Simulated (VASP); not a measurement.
Write the native input for VASP 6.6.1 that does the following.

* Task: relaxation of cell and atoms
* Functional: PBEsol
* Potentials or basis: VASP PAW PBE potentials, release 64 (In)
* Cutoff: 580 eV
* k mesh: 18 × 18 × 18
* Occupations: gaussian, width 0.1 eV
* Spin: no spin polarisation
* Further INCAR settings: ALGO = Normal; EDIFF = 1e-07; IBRION = 2; EDIFFG = -0.005; NSW = 90; ISIF = 3

The structure of In lies in POSCAR:

```
In
1.0
   -1.6947072700      1.6947072700      2.2973723900
    1.6947072700     -1.6947072700      2.2973723900
    1.6947072700      1.6947072700     -2.2973723900
In
1
Direct
    0.0000000000      0.0000000000      0.0000000000
```

The input as run:

INCAR

```
PREC     = Accurate       # precision mode
ENCUT    = 580            # plane-wave cutoff, eV
EDIFF    = 1E-7           # SCF threshold, eV
ISMEAR   = 0              # smearing method
SIGMA    = 0.1            # smearing width, eV
LREAL    = F              # projectors in reciprocal space
LASPH    = T              # aspherical terms in the spheres
NELM     = 60             # most SCF steps
ALGO     = Normal         # electronic algorithm
ISIF     = 3              # what is computed and relaxed
LWAVE    = F              # write WAVECAR
LCHARG   = F              # write CHGCAR
GGA      = PS             # functional
IBRION   = 2              # ionic algorithm
NSW      = 90             # ionic steps
EDIFFG   = -0.005         # ionic threshold
```

KPOINTS

```
regular mesh
0
Gamma
  18 18 18
```

Potentials or basis: VASP PAW PBE potentials, release 64 (In).

Run with:

```console
$ cat potpaw_PBE.64/In/POTCAR > POTCAR
$ mpirun -np 1 vasp_std > vasp.out
```

Results of the run:

The relaxed volume is 25.83 Å³/atom. The relaxed cell is a = 3.318 Å, b = 3.318 Å, c = 3.318 Å, α = 119.96°, β = 119.96°, γ = 90.07°, the space group after relaxing (to 0.05 Å) is Fm-3m (No. 225) and the energy gained by relaxing is 3.0 meV/atom. The ionic steps are 8. The pressure after relaxing is 0.0 GPa. The band gap on the k mesh is none (metal or under the smearing width).

Caveat: the PAW data sets were made with another functional, which shifts forces and pressure a little.

It took 97 s on 1 thread of Intel(R) Xeon(R) 6975P-C (Granite Rapids) (shared host), peak memory 0.26 GiB.
